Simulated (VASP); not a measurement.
# CaB2 (P6/mmm) in VASP: notebook, part 2 of 2

VASP 6.6.1. Earlier steps stand in the parts before.

## Step 4: Relaxation of cell and atoms, LDA, target pressure 2 GPa, at which the enthalpy is minimised

INCAR reads:

```
SYSTEM = CaB2
PREC = Accurate
ENCUT = 600
EDIFF = 1E-6
ISMEAR = -1
SIGMA = 0.05
LREAL = .FALSE.
LASPH = .TRUE.
NELM = 80
ALGO = Normal
ISIF = 3
LWAVE = .FALSE.
LCHARG = .FALSE.
IBRION = 2
NSW = 60
EDIFFG = -0.005
PSTRESS = 20
```

KPOINTS reads:

```
regular mesh
0
G
  9 9 7
  0 0 0
```

POSCAR reads:

```
CaB2
1.0
    3.2264302843      0.0000000000      0.0000000000
   -1.6132151421      2.7941705897      0.0000000000
    0.0000000000      0.0000000000      4.0673920000
Ca B
1 2
Direct
    0.0000000000      0.0000000000      0.0000000000
    0.6666666667      0.3333333333      0.5000000000
    0.3333333333      0.6666666667      0.5000000000
```

Potentials or basis: VASP PAW LDA potentials, release 64 (Ca_sv, B).

The run is started by

```
$ cat potpaw_LDA.64/Ca_sv/POTCAR potpaw_LDA.64/B/POTCAR > POTCAR
$ mpirun -np 1 vasp_std > vasp.out
```

OUTCAR:

```text
SYSTEM = CaB2
   PREC = Accurate
   ENCUT = 600
   EDIFF = 1E-6
   ISMEAR = -1
   LREAL = .FALSE.
   LASPH = .TRUE.
   NELM = 80
   ISIF = 3
   IBRION = 2
   NSW = 60
   EDIFFG = -0.005
   PSTRESS = 20

 ion  position               nearest neighbor table
   1  0.000  0.000  0.000-
   2  0.667  0.333  0.500-   3 1.86   3 1.86   3 1.86
   3  0.333  0.667  0.500-   2 1.86   2 1.86   2 1.86

  LATTYP: Found a hexagonal cell.
 ALAT       =     3.2264302843
 C/A-ratio  =     1.2606477257

  Lattice vectors:

 A1 = (   3.2264302843,   0.0000000000,   0.0000000000)
 A2 = (  -1.6132151421,   2.7941705897,   0.0000000000)
 A3 = (   0.0000000000,   0.0000000000,   4.0673920000)

Analysis of symmetry for initial positions (statically):
=====================================================================
 Subroutine PRICEL returns:
 Original cell was already a primitive cell.

 Routine SETGRP: Setting up the symmetry group for a
 hexagonal supercell.

 Subroutine GETGRP returns: Found 24 space group operations
 (whereof 24 operations were pure point group operations)
 out of a pool of 24 trial point group operations.

The static configuration has the point symmetry D_6h.

Analysis of symmetry for dynamics (positions and initial velocities):
=====================================================================
 Subroutine PRICEL returns:
 Original cell was already a primitive cell.

 Routine SETGRP: Setting up the symmetry group for a
 hexagonal supercell.

 Subroutine GETGRP returns: Found 24 space group operations
 (whereof 24 operations were pure point group operations)
 out of a pool of 24 trial point group operations.

The dynamic configuration has the point symmetry D_6h.

 Subroutine INISYM returns: Found 24 space group operations
 (whereof 24 operations are pure point group operations),
 and found     1 'primitive' translations

----------------------------------------------------------------------------------------

[... 134 lines left out ...]

 number of electron      16.0000001 magnetization

 Free energy of the ion-electron system (eV)
  ---------------------------------------------------
  ext. energy  EPLUGINS =         0.00000000
  ---------------------------------------------------
  free energy    TOTEN  =       -17.72799582 eV

  energy without entropy =      -17.71943333  energy(sigma->0) =      -17.72371457

------------------------ aborting loop because EDIFF is reached ----------------------------------------

  FORCE on cell =-STRESS in cart. coord.  units (eV):
  Direction    XX          YY          ZZ          XY          YZ          ZX
  --------------------------------------------------------------------------------------
  -------------------------------------------------------------------------------------
  Total       -1.5632423     -1.5632423     -1.3739243     -0.0000000      0.0000000      0.0000000
  in kB      -68.3039239    -68.3039239    -60.0319095     -0.0000000      0.0000000      0.0000000
  external PRESSURE =     -85.5465858 kB  Pullay stress =      20.0000000 kB
[... 65 lines left out ...]
--------------------------------------- Ionic step        3  -------------------------------------------

 number of electron      15.9999999 magnetization

 Free energy of the ion-electron system (eV)
  ---------------------------------------------------
  ext. energy  EPLUGINS =         0.00000000
  ---------------------------------------------------
  free energy    TOTEN  =       -17.76582746 eV

  energy without entropy =      -17.75662715  energy(sigma->0) =      -17.76122731

 E-fermi :   4.9450     XC(G=0): -11.3553

 val. band max:        4.9348192833   @ k =   0.3333   0.2222   0.4286
 cond. band min:       4.9826438737   @ k =   0.4444  -0.0000   0.2857
 fundamental gap:      0.0478245904
 Fermi energy:         4.9450445266

 k-point     1 :       0.0000    0.0000    0.0000
  band No.  band energies     occupation
      1     -34.0567      2.00000
      2     -15.3961      2.00000
      3     -15.0534      2.00000
      4     -15.0534      2.00000
      5      -5.5421      2.00000
      6       3.2606      2.00000
      7       5.3198      0.00111
      8       5.3579      0.00052
      9       5.3579      0.00052
     10      10.5582      0.00000
     11      10.5582      0.00000
     12      11.4694      0.00000
[... 331 lines left out ...]
 k-point    24 :       0.3333    0.3333    0.1429
  band No.  band energies     occupation
      1     -33.8779      2.00000
      2     -15.7333      2.00000
      3     -15.7333      2.00000
      4     -15.1778      2.00000
      5      -0.8645      2.00000
      6      -0.8645      2.00000
      7       0.6789      2.00000
      8       4.8631      1.67492
      9       4.8631      1.67492
     10       9.3581      0.00000
     11       9.3581      0.00000
     12      11.6163      0.00000

 [... further k-points ...]

------------------------ aborting loop because EDIFF is reached ----------------------------------------

  FORCE on cell =-STRESS in cart. coord.  units (eV):
  Direction    XX          YY          ZZ          XY          YZ          ZX
  --------------------------------------------------------------------------------------
  -------------------------------------------------------------------------------------
  Total        0.4331464      0.4331464      0.4195925      0.0000000      0.0000000      0.0000000
  in kB       20.2595329     20.2595329     19.6255802      0.0000000      0.0000000      0.0000000
  external PRESSURE =       0.0482154 kB  Pullay stress =      20.0000000 kB
[... 22 lines left out ...]
  energy  without entropy=      -17.7566271537  energy(sigma->0) =      -17.76122731

  enthalpy is  TOTEN    =       -17.3382298731 eV   P V=        0.4275975863

 reached required accuracy - stopping structural energy minimisation
```

OSZICAR:

```text
N       E                     dE             d eps       ncg     rms          rms(c)
DAV:   1     0.101308984189E+03    0.10131E+03   -0.88435E+03  1152   0.145E+03
DAV:   2    -0.144136270115E+02   -0.11572E+03   -0.11017E+03  1244   0.317E+02
DAV:   3    -0.186242256428E+02   -0.42106E+01   -0.39884E+01  1552   0.557E+01
[... 25 lines left out ...]
DAV:   3    -0.177645370403E+02    0.12596E-01   -0.61550E-02  1884   0.237E+00    0.155E-01
DAV:   4    -0.177651607997E+02   -0.62376E-03   -0.26944E-03  1368   0.691E-01    0.522E-02
DAV:   5    -0.177656921499E+02   -0.53135E-03   -0.12109E-03  1876   0.196E-01    0.652E-02
DAV:   6    -0.177658260637E+02   -0.13391E-03   -0.13759E-04  2072   0.969E-02    0.262E-02
DAV:   7    -0.177658278258E+02   -0.17621E-05   -0.10316E-05  1468   0.407E-02    0.215E-03
DAV:   8    -0.177658274594E+02    0.36643E-06   -0.86717E-07   940   0.842E-03
   3 F= -.17338230E+02 E0= -.17333630E+02  d E =-.679654E-01
```

Wall time 67 s (1 thread of Intel Xeon Platinum 8259CL at 2.50GHz (Skylake/Cascade Lake), shared host); peak memory 0.17 GiB.

Results:

* Free energy: -17.7658 eV
* Relaxed volume: 11.42 Å³/atom
* Relaxed cell: a = 3.152 Å, b = 3.152 Å, c = 3.982 Å, α = 90.00°, β = 90.00°, γ = 120.00°
* Space group after relaxing (to 0.05 Å): P6/mmm (No. 191)
* Energy change on relaxing (the enthalpy is what falls): -12.6 meV/atom
* Ionic steps: 3
* Pressure after relaxing: 2.0 GPa
* Band gap on the k mesh: none (metal or under the smearing width)

The path:
| step | energy change (eV) | largest force (eV/Å) | pressure (GPa) | volume (Å³) |
| --- | --- | --- | --- | --- |
| 1 | 0.0000 | 0.0000 | -6.55 | 36.67 |
| 2 | -0.0140 | 0.0000 | 6.17 | 33.31 |
| 3 | -0.0378 | 0.0000 | 2.00 | 34.25 |

Final structure:
```
Ca B
1.0
     3.15168    0.00000    0.00000
    -1.57584    2.72944    0.00000
     0.00000    0.00000    3.98199
Ca B
1 2
Direct
  0.00000 0.00000 0.00000
  0.66667 0.33333 0.50000
  0.33333 0.66667 0.50000
```

Levels at points of the mesh, in eV from the Fermi level:
```tsv
k point	band 4	band 5	band 6	band 7	band 8	band 9	band 10	band 11	band 12
(0.00, 0.00, 0.00)	-20.00	-10.49	-1.68	0.37	0.41	0.41	5.61	5.61	6.52
```

Caveat: the cell is relaxed towards a set pressure, so the enthalpy falls and the energy may rise.

## Step 5: For comparison

An earlier run on the cell as given: functional PBE; potentials or basis VASP PAW PBE potentials, release 64 (Ca_sv, B); cutoff 520 eV; k mesh 9 × 9 × 7; occupations fermi-dirac, width 0.05 eV; no spin polarisation.

* Pressure: -0.1 GPa
* Band gap on the k mesh: none (metal or under the smearing width)

## Step 6: The runs side by side

```tsv
task	level	potentials or basis	cell	k mesh	cutoff (eV)	smearing	target pressure	mesh quality	gap on the mesh (eV)	pressure (GPa)
relaxation of cell and atoms	LDA	VASP PAW LDA potentials, release 64 (Ca_sv, B)	relaxed	9 × 9 × 7	600	fermi-dirac 0.05 eV	-	not flagged	none	0.0
single point	PBE	VASP PAW PBE potentials, release 64 (Ca_sv_GW, B_GW)	as given	4 × 4 × 3	450	gaussian 0.02 eV	-	coarse	none	-1.7
relaxation of cell and atoms	LDA	VASP PAW LDA potentials, release 64 (Ca_sv, B)	relaxed to 2 GPa	9 × 9 × 7	600	fermi-dirac 0.05 eV	2 GPa	not flagged	none	2.0
single point	PBE	VASP PAW PBE potentials, release 64 (Ca_sv, B)	as given	9 × 9 × 7	520	fermi-dirac 0.05 eV	-	not flagged	none	-0.1
```

Alike in all rows: no spin polarisation.

Caveats: some runs use coarse meshes; the cell is relaxed towards a set pressure, so the enthalpy falls and the energy may rise (some runs).

Total energies depend on the potentials used, so only differences within one code and one set of settings carry meaning.
